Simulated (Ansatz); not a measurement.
# ZnS (R3m): convergence test of the plane-wave cutoff

A script is to give a convergence test of the plane-wave cutoff; the system is ZnS (R3m).

All numbers are computed with Ansatz 0.2.0, driven from Python. Level of theory: DFT with a functional composed in the script+U, plane waves, PAW.

### Step 1. The structure

The structure is trigonal, space group R3m (No. 160). The conventional cell has a = 3.806 Å, b = 3.806 Å, c = 28.056 Å, α = 90.00°, β = 90.00°, γ = 120.00°. Zn (site symmetry 3m) has 4 S at 2.33 to 2.34 Å as nearest neighbours. Around Zn (site symmetry 3m) lie 4 S at 2.33 Å. S (site symmetry 3m) has 4 Zn at 2.33 to 2.34 Å as nearest neighbours. S (site symmetry 3m) has 4 Zn at 2.33 Å as nearest neighbours.

No structure file is read: the coordinates are typed or built in the script.

### Step 2. The code

Contents of run_ecut.py:

```python
# -*- coding: utf-8 -*-
"""Cutoff test for ZnS."""

import ansatz as az
from pymatgen.core import Lattice, Structure
from pymatgen.io.ase import AseAtomsAdaptor


def main():
    pmg_structure = Structure(
        Lattice([(1.903071, 1.098739, 9.351948), (-1.903071, 1.098739, 9.351948), (0.0, -2.197477, 9.351948)]),
        ["Zn", "Zn", "Zn", "S", "S", "S"],
        [
            (0.999971, 0.999971, 0.999971),
            (0.222269, 0.222269, 0.222269),
            (0.444613, 0.444613, 0.444613),
            (0.083267, 0.083267, 0.083267),
            (0.527842, 0.527842, 0.527842),
            (0.305363, 0.305363, 0.305363),
        ],
    )
    xtal = az.Crystal.from_ase(AseAtomsAdaptor.get_atoms(pmg_structure))

    base = (
        xtal.calculation()
        .hubbard("Zn", "d", u_eff=3.5)
        .functional(exchange="pbesol", correlation="lda")
        .occupations("Fixed")  # no smearing
        .kpoints(7, 7, 7)  # sampling of the Brillouin zone
        .scf(tolerance=1e-06, max_iterations=200)
        .stress()  # positive in compression
    )

    rows = []
    for value in [250, 300, 350, 400]:
        rep = base.basis(value).run(threads=1, backend="cpu").report
        rows.append((value, rep["free_energy_ev"] / len(rep["lattice"]["sites"]), rep["n_iterations"], sum(rep["stress_gpa"][i][i] for i in range(3)) / 3, rep["n_pw"]))

    print(" cutoff (eV)   F/atom (eV)    iterations       P (GPa)   plane waves")
    for row in rows:
        print(f"{str(row[0]):>12s}  {row[1]:12.5f}  {row[2]:12d}  {row[3]:12.3f}  {row[4]:12d}")

    # the last row is the reference
    for row in rows[:-1]:
        shift = 1000 * (row[1] - rows[-1][1])
        print(f"{row[0]}: {shift:+.2f} meV/atom" + ("  (within 2 meV)" if abs(shift) < 2 else ""))


if __name__ == "__main__":
    main()
```

### Step 3. The input behind the calls

The engine receives this input (first run):

```yaml
crystal:
  lattice:
    - [1.903071, 1.098739, 9.351948]
    - [-1.903071, 1.098739, 9.351948]
    - [0.0, -2.197477, 9.351948]
  atoms:
    - { symbol: Zn, position: [0.999971, 0.999971, 0.999971] }
    - { symbol: Zn, position: [0.222269, 0.222269, 0.222269] }
    - { symbol: Zn, position: [0.4446129999999999, 0.444613, 0.4446129999999999] }
    - { symbol: S, position: [0.083267, 0.083267, 0.08326700000000001] }
    - { symbol: S, position: [0.527842, 0.527842, 0.527842] }
    - { symbol: S, position: [0.305363, 0.305363, 0.305363] }
basis:
  ecutwfc: 250.0
kpoints:
  mp_grid:
    grid: [7, 7, 7]
hamiltonian:
  xc:
    exchange: pbesol
    correlation: lda
  hubbard:
    - { species: Zn, l: d, u_eff: 3.5 }
scf:
  max_iter: 200
  convergence:
    dr2_threshold: 1.0e-06
  occupations:
    method: fixed
output:
  stress: true
```

### Step 4. Launch

Run with:

```bash
python run_ecut.py
```

What it wrote:

```text
DeckWarning: basis.ecutwfc = 250 eV is below the records' recommended 420 eV, and the density's cutoff is lower with it unless basis.ecutrho_ratio is high enough to keep the records' density cutoff: compare with a run at a higher cutoff
DeckWarning: output.stress: scf.convergence.dr2_threshold = 1e-6 eV is looser than the 6e-10 eV advised for a printed stress (1e-10 eV for each atom of the cell: 6). What an SCF threshold leaves in a stress goes as its square root, and in the free energy as the threshold itself, and one threshold admits the most on a small cell: of the crystals measured, under no hybrid functional and no lock of the moments, on runs that ended without the residual-converged pass, on stresses that held no estimate of that error, the worst erred by over 100 MPa in a component at 1e-7 eV an atom and by under 5 at 1e-10. Set scf.convergence.dr2_threshold to 6e-10 eV or tighter. The threshold is an SCF's pass [...]
DeckWarning: basis.ecutwfc = 300 eV is below the records' recommended 420 eV, and the density's cutoff is lower with it unless basis.ecutrho_ratio is high enough to keep the records' density cutoff: compare with a run at a higher cutoff
DeckWarning: basis.ecutwfc = 350 eV is below the records' recommended 420 eV, and the density's cutoff is lower with it unless basis.ecutrho_ratio is high enough to keep the records' density cutoff: compare with a run at a higher cutoff
DeckWarning: basis.ecutwfc = 400 eV is below the records' recommended 420 eV, and the density's cutoff is lower with it unless basis.ecutrho_ratio is high enough to keep the records' density cutoff: compare with a run at a higher cutoff
 cutoff (eV)   F/atom (eV)    iterations       P (GPa)   plane waves
         250   -2104.02351             7         5.643          1045
         300   -2104.54921             7         5.259          1425
         350   -2104.60773             9         5.102          1727
         400   -2104.61274             9         5.038          2113
250: +589.23 meV/atom
300: +63.53 meV/atom
350: +5.01 meV/atom
```

(Warnings from the package without file and line, shortened.)

Run time: 62 s. Hardware: 1 thread of Arm Neoverse V1, shared host; peak memory 0.59 GiB.

### Step 5. What changed from run to run

The engine's inputs for the other runs:

Run 2, against run 1:

```diff
@@ -14 +14 @@
-  ecutwfc: 250.0
+  ecutwfc: 300.0
```

Run 3, against run 1:

```diff
@@ -14 +14 @@
-  ecutwfc: 250.0
+  ecutwfc: 350.0
```

Run 4, against run 1:

```diff
@@ -14 +14 @@
-  ecutwfc: 250.0
+  ecutwfc: 400.0
```

### Step 6. Run by run

From the records of these 4 runs:

| run | cutoff (eV) | energy from run 4 (meV/atom) | pressure (GPa) | gap on the mesh (eV) | SCF cycles | CPU time (s) |
| --- | --- | --- | --- | --- | --- | --- |
| 1 | 250 | 589.23 | 5.64 | 2.46 | 7 | 10 |
| 2 | 300 | 63.53 | 5.26 | 2.40 | 7 | 12 |
| 3 | 350 | 5.01 | 5.10 | 2.39 | 9 | 17 |
| 4 | 400 | 0.00 | 5.04 | 2.39 | 9 | 21 |

### Step 7. Results

| quantity | value |
| --- | --- |
| runs compared | 4 |
| last run but one, from the last | +5.01 meV/atom |
| within 5 meV/atom of the last run from | no earlier run |

**Reading.** Runs 1, 2, 3, 4: each has a cutoff under the recommended one, so what rests on them isn't a property of the system. The last two runs still differ by 5.0 meV/atom, so the sweep hasn't reached convergence. The energy falls with every larger basis, as the variational principle has it. Caveats:
- U, its shell and the double counting are chosen to explore, and aren't derived for this compound.
- Pressure is positive in compression.
- This cell is a computed structure, which may not be the phase found in nature.
- Shifts are counted from the last row, which is itself no proven limit.
